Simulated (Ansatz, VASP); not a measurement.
# One calculation of In, two programs

```
CELL_PARAMETERS angstrom
-1.88253 1.86370 1.88253
1.88253 -1.86370 1.88253
1.88253 1.86370 -1.88253
ATOMIC_POSITIONS crystal
In 0.00000 0.00000 0.00000
```

Change from the starting cell: strain -0.0100 x Voigt [0, 1, 0, 0, 0, 0], atoms carried along.

Alike in both runs: task single point; functional LDA; k mesh 18 × 18 × 18; occupations gaussian, width 0.15 eV; no spin polarisation.

|  | VASP | Ansatz |
| --- | --- | --- |
| version | VASP 6.6.1 | Ansatz 0.2.0 |
| potentials or method | VASP PAW LDA potentials, release 64 (In_d) | scalar-relativistic, plane waves, PAW |
| plane-wave cutoff (eV) | 520 | 420 |
| valence electrons in the cell | 13 | 13 |

```tsv
	VASP	Ansatz	Ansatz less VASP
gap on the k mesh at the Fermi level (eV)	none	none	-
pressure (GPa)	-2.6	-2.6	0.00
```

A gap of «none» marks a metal or a gap that the smearing closes.
